In this open model structure of TiO2, which is neither rutile nor anatase, each Ti sits in a tetrahedron of O, and each O bridges two Ti in a straight line. The table follows its levels along a path through the crystal's wave vectors. Levels b1, b2 and b3 are the highest filled ones, counted downward; a1 and a2 are the lowest empty ones. Row 1 is the zone centre Γ, row 15 lies close to the zone-boundary point L, and row 22 close to X.

Kohn-Sham bands of TiO2 (space group Fd-3m, 6-atom cell) from Ansatz 0.2.0, with scalar-relativistic PBE, PAW and no spin polarization. The plane-wave cutoff is 420 eV, the k mesh 6×6×6 and the Gaussian smearing 0.02 eV. Band distance is summed along the path Γ–X–U, K–Γ–L–W–X.

| row | band distance (1/Å) | level b3 from the Fermi level (eV) | level b2 from the Fermi level (eV) | level b1 from the Fermi level (eV) | level a1 from the Fermi level (eV) | level a2 from the Fermi level (eV) |
| --- | --- | --- | --- | --- | --- | --- |
| 1 | 0.000 | -1.638 | -1.638 | -1.638 | 1.636 | 1.636 |
| 2 | 0.214 | -1.846 | -1.716 | -1.716 | 1.747 | 1.866 |
| 3 | 0.428 | -2.323 | -1.875 | -1.875 | 2.027 | 2.408 |
| 4 | 0.642 | -2.863 | -1.988 | -1.988 | 2.367 | 2.637 |
| 5 | 0.786 | -2.983 | -2.010 | -2.002 | 2.516 | 2.530 |
| 6 | 0.862 | -2.854 | -2.068 | -1.997 | 2.488 | 2.604 |
| 7 | 0.938 | -2.714 | -2.173 | -1.985 | 2.440 | 2.744 |
| 8 | 1.013 | -2.573 | -2.309 | -1.968 | 2.381 | 2.930 |
| 9 | 1.183 | -2.582 | -2.265 | -1.907 | 2.234 | 2.620 |
| 10 | 1.410 | -2.205 | -1.915 | -1.787 | 2.022 | 2.096 |
| 11 | 1.637 | -1.785 | -1.692 | -1.672 | 1.728 | 1.753 |
| 12 | 1.853 | -1.648 | -1.648 | -1.638 | 1.644 | 1.644 |
| 13 | 2.038 | -1.840 | -1.840 | -1.638 | 1.807 | 1.807 |
| 14 | 2.224 | -2.123 | -2.123 | -1.636 | 1.987 | 1.987 |
| 15 | 2.409 | -2.282 | -2.282 | -1.636 | 2.057 | 2.057 |
| 16 | 2.569 | -2.319 | -2.297 | -1.688 | 2.095 | 2.143 |
| 17 | 2.720 | -2.442 | -2.317 | -1.863 | 2.239 | 2.452 |
| 18 | 2.871 | -2.577 | -2.280 | -2.056 | 2.468 | 2.790 |
| 19 | 3.011 | -2.627 | -2.180 | -2.180 | 2.666 | 2.666 |
| 20 | 3.118 | -2.722 | -2.118 | -2.118 | 2.618 | 2.618 |
| 21 | 3.225 | -2.870 | -2.043 | -2.043 | 2.555 | 2.555 |
| 22 | 3.332 | -3.005 | -2.005 | -2.005 | 2.521 | 2.521 |

**1. How large is the gap at Γ, and what do the signs mean?**

In row 1 the highest filled level lies at −1.638 eV and the lowest empty one at 1.636 eV, so the vertical gap is 3.274 eV. The two values nearly mirror each other because the program puts the Fermi level in the middle of the gap. Only differences between levels carry physical meaning here. To line these bands up with those of another material, a common reference such as the vacuum level is needed.

**2. Why do three filled levels coincide at Γ, and two empty ones?**

Cubic symmetry makes some orbitals equivalent, and equivalent orbitals share one energy. The orbital character follows from standard bonding theory: the filled edge of such an oxide is O 2p and the empty edge Ti 3d. In a tetrahedron the lower Ti 3d group is a pair, called e.

At Γ the lower e combination has the same sign on both Ti atoms of a bridge. It is therefore even about the O atom between them, whereas an O 2p orbital is odd, and the two do not mix. The empty edge is thus spared the upward push of an antibonding state. The even combination of the other three d orbitals misses O 2p in the same way, but by symmetry it can mix with O 2s, which is expected to push it above the pair. The filled triplet fits O 2p orbitals lying sideways to the bridges, in combinations that find no matching Ti s, p or d orbital.

**3. Why do the empty levels rise away from Γ, and more towards X than towards L?**

Away from Γ the wave changes phase from one Ti to the next. The Ti pair then loses its even character about the O atoms, mixes with O 2p and becomes antibonding. At L one of the four bridges around each Ti joins orbitals of opposite sign; at X two of the four do.

This count suggests twice the rise at X. Level a1 climbs by 0.42 eV from row 1 to row 15 and by 0.89 eV to row 22, close to that ratio. The count is only a first guide. It raises both partners of the pair equally, yet towards X they part: in row 3 they have risen by 0.39 and 0.77 eV, so the ratio above holds for the lower partner only. It also gives the same rise at W as at X, yet row 19, near W, lies 1.03 eV above Γ.

**4. Why does level b1 stay flat towards L?**

From row 12 to row 15 level b1 changes by only 2 meV. Between Γ and row 15 its former partner b2 falls by 0.64 eV. The direction from Γ to L runs along a bridge axis, and symmetry about that axis separates the two.

The flat level fits a pinwheel of O 2p orbitals, each pointing around the axis. A mirror plane containing the axis reverses the pinwheel's sign. No s, p or d orbital of a Ti on the axis behaves in this way, nor does any s or p orbital of an O on the axis. The pinwheel can therefore couple only to others of its kind, whose next layer is about 4.8 Å away. Over that distance the O 2p orbitals barely overlap, so a change of phase from layer to layer costs almost no energy.

**5. Can one effective mass describe each band edge?**

It can describe the average of a degenerate set, close to Γ. Near Γ the level shifts grow as the square of the wave vector, and the average over a complete set depends only on its length $k$, because a cubic crystal allows no other quadratic form. Hence

$$\Delta E_{\mathrm{average}} = A k^2 .$$

One constant $A$ for each edge was fitted to rows 2, 11, 12 and 13, which leave Γ in three directions; the output after this text shows the result. For the empty pair the fit gives $A$ of about 3.5 eV Å², an average mass of 1.1 free-electron masses. The single rows range from 3.2 to 3.8 eV Å². Row 13, the farthest from Γ, has already bent below the parabola and pulls the fit down, so the mass at Γ itself is probably nearer 1.0. The fitted mass of the filled triplet is likely a little high for the same reason.

Row 3, which took no part in the fit, gives a test. Its band distance from Γ is 0.428 Å⁻¹, so the predicted average rise is $3.45\times0.428^2=0.63$ eV. The computed rise is $(2.027+2.408)/2-1.636=0.58$ eV, which the estimate exceeds by about a tenth. Row 3 is the kindest case. Rows 10 and 14 lie slightly closer to Γ in the other two directions, and there the formula gives 0.54 and 0.60 eV against computed rises of 0.42 and 0.35 eV. By row 15 it gives three times the computed rise, so it belongs to the close neighbourhood of Γ.

The average also hides the direction that matters most for holes. The filled triplet has an average mass of about 1.5, yet a hole in level b1 moving towards L is far heavier, because that level hardly curves. The splitting of the empty pair is less regular than its average: per $k^2$, row 11 has a third of the splitting of row 2, where the leading term predicts half. For transport, use the separate levels along each direction in place of one averaged mass.

**6. What would change if another metal replaced Ti?**

If the structure kept its symmetry, the pinwheel would still find no partner among the s, p and d orbitals of the new metal. The flatness towards L is therefore a property of the network more than of Ti. The gap has no such protection, since it depends on how high the metal's empty orbitals lie above O 2p.

Bending the bridges is a different matter. It removes mirror planes, and with them the rule that isolates the pinwheel. The straight bridges here are held by the imposed symmetry, so check whether the structure prefers to bend before relying on the flat level.

**7. Which digits of the gap can be trusted?**

The least gap is 3.271 eV, from a filled state at L to the empty edge at Γ. It lies only 3 meV below the vertical gap at Γ, too little to call the material indirect. Spin-orbit coupling was left out. It is weak in O 2p and expected to be weaker still in this triplet of sideways orbitals, but it should split the triplet and lift its top at Γ by a few meV, which may be enough to reorder the top. The program also warned that its exchange-correlation potential is rough where the electron density is thin, as in the wide voids of this network.

The gap as a whole carries a larger error, because PBE normally makes gaps too small. Read it as roughly 3.3 eV at this level of theory, and use a hybrid functional or a GW calculation if the absolute gap matters. The degeneracies at Γ are safer than any of these digits, since without spin-orbit coupling they follow from symmetry.

Printed output of the fit:

```
fit of rise on 4 rows (near): coefficient of k2 3.454 +/- 0.14; rms 0.00929, worst 13 0.0131, leave-one-out rms 0.0163
  rows outside the fit (model, value, miss): 1 0, 0, 0; 3 0.6326, 0.5815, 0.0511; 4 1.423, 0.866, 0.557; 5 1.94, 0.887, 1.05; 6 1.98, 0.91, 1.07; 7 2.059, 0.956, 1.1; 8 2.177, 1.02, 1.16; 9 1.345, 0.791, 0.554; 10 0.5446, 0.423, 0.122; 14 0.6002, 0.351, 0.249; 15 1.251, 0.421, 0.83; 16 1.496, 0.483, 1.01; 17 1.693, 0.7095, 0.984; 18 2.048, 0.993, 1.05; 19 2.353, 1.03, 1.32; 20 2.136, 0.982, 1.15; 21 1.997, 0.919, 1.08; 22 1.938, 0.885, 1.05
fit of drop on 4 rows (near): coefficient of k2 2.598 +/- 0.043; rms 0.00281, worst 13 0.0038, leave-one-out rms 0.00461
  rows outside the fit (model, value, miss): 1 0, 0, 0; 3 0.4758, 0.3863, 0.0895; 4 1.071, 0.6417, 0.429; 5 1.459, 0.6937, 0.765; 6 1.489, 0.6683, 0.821; 7 1.549, 0.6527, 0.896; 8 1.637, 0.6453, 0.992; 9 1.012, 0.6133, 0.398; 10 0.4096, 0.331, 0.0786; 14 0.4514, 0.3227, 0.129; 15 0.941, 0.4287, 0.512; 16 1.125, 0.4633, 0.662; 17 1.273, 0.5693, 0.704; 18 1.54, 0.6663, 0.874; 19 1.77, 0.691, 1.08; 20 1.606, 0.6813, 0.925; 21 1.502, 0.6807, 0.821; 22 1.457, 0.7003, 0.757
average mass of the empty pair near Gamma, free-electron masses: 1.103
average hole mass of the filled triplet near Gamma, free-electron masses: 1.467
mean rise of empty pair over k squared, rows 2 11 12 13, eV A^2: 2 3.723, 11 3.611, 12 3.8, 13 3.208
mean drop of filled triplet over k squared, rows 2 11 12 13, eV A^2: 2 2.649, 11 2.707, 12 3.167, 13 2.526
splitting a2-a1 over k squared, row 11 over row 2 (leading order 0.5): 0.3324
gap at Gamma, eV: 3.274
direct less least gap, meV: 2.634
spread of b1 on Gamma-L rows 12 to 15, meV: 2
fall of b2 from Gamma to row 15 near L, eV: 0.644
rise of a1 from Gamma to row 15 near L, eV: 0.421
rise of a1 from Gamma to row 22 near X, eV: 0.885
fall of b1 from Gamma to row 22 near X, eV: 0.367
vertical gap at row 15 near L, eV: 3.693
vertical gap at row 22 near X, eV: 4.526
splitting a2-a1 at U row 8, eV: 0.549
spacing of like O ring layers along 111, A: 4.846
nearest O-O distance, A: 2.968
```
